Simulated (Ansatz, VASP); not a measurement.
**BeS in VASP and in Ansatz**

The input INCAR:

```
SYSTEM = BeS
PREC = Accurate
ENCUT = 520
EDIFF = 1E-7
ISMEAR = -1
SIGMA = 0.05
LREAL = .FALSE.
LASPH = .TRUE.
NELM = 60
ALGO = Normal
ISIF = 2
LWAVE = .FALSE.
LCHARG = .FALSE.
GGA = PE
NBANDS = 11
```

Contents of KPOINTS:

```
regular mesh
0
G
  9 9 9
  0 0 0
```

Contents of POSCAR:

```
BeS
1.0
    0.0000000000      2.4410600707      2.4410600707
    2.4410600707      0.0000000000      2.4410600707
    2.4410600707      2.4410600707      0.0000000000
S Be
1 1
Direct
    0.7500000000      0.7500000000      0.7500000000
    0.0000000000      0.0000000000      0.0000000000
```

File input.yaml:

```yaml
crystal:
  lattice:
    - [0.0, 2.4410600707, 2.4410600707]
    - [2.4410600707, 0.0, 2.4410600707]
    - [2.4410600707, 2.4410600707, 0.0]
  atoms:
    - { symbol: S, position: [0.75, 0.75, 0.75] }
    - { symbol: Be, position: [0.0, 0.0, 0.0] }
hamiltonian:
  xc: pbe
  pseudopotentials: { kind: paw }
kpoints:
  mp_grid: { grid: [9, 9, 9] }
scf:
  occupations: { method: fermi_dirac, width: 0.05 }
output:
  forces: true
  stress: true
  eigenvalues: true
```

Change from the starting cell: volume scaled by 1.02.

Alike in both runs: task single point; functional PBE; k mesh 9 × 9 × 9; occupations fermi-dirac, width 0.05 eV; no spin polarisation.

```csv
,VASP,Ansatz
version,VASP 6.6.1,Ansatz 0.2.0
potentials or method,"VASP PAW PBE potentials, release 64 (S, Be)",Ansatz PAW
plane-wave cutoff (eV),520,420
valence electrons in the cell,8,8
```

Ansatz gave:

| Item | Value |
| --- | --- |
| gap on the k mesh at the Fermi level (eV) | 3.24 |
| least direct gap on the mesh (eV) | 5.66 |
| pressure (GPa) | -0.3 |

Which values does VASP return?

gap on the k mesh at the Fermi level (eV): 3.25; least direct gap on the mesh (eV): 5.68; pressure (GPa): -0.3.

Caveats: an odd mesh through Γ misses points on the zone boundary, where band edges often lie (VASP); odd divisions of the mesh miss points on the zone boundary, where band edges often lie, so the gap on the mesh can be too wide (Ansatz).
